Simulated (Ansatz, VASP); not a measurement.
# Co in VASP and in Ansatz

File INCAR:

```
SYSTEM = Co
PREC = Accurate
ENCUT = 520
EDIFF = 1E-7
ISMEAR = -1
SIGMA = 0.05
LREAL = .False.
LASPH = .True.
NELM = 120
ALGO = Normal
ISIF = 2
LWAVE = .False.
LCHARG = .False.
ISPIN = 2
MAGMOM = 2 2
LORBIT = 11
LMAXMIX = 4
GGA = PE
NBANDS = 20
```

Contents of KPOINTS:

```
Automatic mesh
0
Gamma
  12 12 7
  0 0 0
```

Contents of POSCAR:

```
Co
1.0
    2.4883712406      0.0000000000      0.0000000000
   -1.2441856203      2.1549927084      0.0000000000
    0.0000000000      0.0000000000      4.0477749493
Co
2
Direct
    0.6666666667      0.3333333333      0.7500000000
    0.3333333333      0.6666666667      0.2500000000
```

The input input.yaml:

```yaml
crystal:
  lattice:
    - [2.4883712406, 0.0, 0.0]
    - [-1.2441856203, 2.1549927084, 0.0]
    - [0.0, 0.0, 4.0477749493]
  atoms:
    - { symbol: Co, position: [0.6666666667, 0.3333333333, 0.75], spin: 2.0 }
    - { symbol: Co, position: [0.3333333333, 0.6666666667, 0.25], spin: 2.0 }
hamiltonian:
  xc: pbe
  pseudopotentials: { kind: paw }
magnetization:
  spin_polarized: true
kpoints:
  mp_grid: { grid: [12, 12, 7] }
scf:
  occupations: { method: fermi_dirac, width: 0.05 }
output:
  forces: true
  stress: true
  eigenvalues: true
```

Change from the starting cell: volume scaled by 1.02.

Alike in both runs: task single point; functional PBE; k mesh 12 × 12 × 7; occupations fermi-dirac, width 0.05 eV; collinear spin, ferromagnetic start.

|  | VASP | Ansatz |
| --- | --- | --- |
| version | VASP 6.6.1 | Ansatz 0.2.0 |
| potentials or method | VASP PAW PBE potentials, release 64 (Co) | Ansatz PAW |
| plane-wave cutoff (eV) | 520 | 420 |
| valence electrons in the cell | 18 | 34 |

Ansatz gave:

| Property | Result |
| --- | --- |
| gap on the k mesh at the Fermi level (eV) | none |
| pressure (GPa) | 0.4 |
| largest component of the traceless stress (GPa) | 1.76 |
| net moment per atom (μB) | 1.63 |
| size of the moment on the site where the two differ most (μB) | 1.70 |

Problem. Which values does VASP return?

Solution. gap on the k mesh at the Fermi level (eV): none; pressure (GPa): -0.4; largest component of the traceless stress (GPa): 1.79; net moment per atom (μB): 1.62; size of the moment on the site where the two differ most (μB): 1.64.

Site moments also hang on the region over which each program counts them. A gap of «none» marks a metal or a gap that the smearing closes. The two sets of potentials don't hold the same shells in valence.
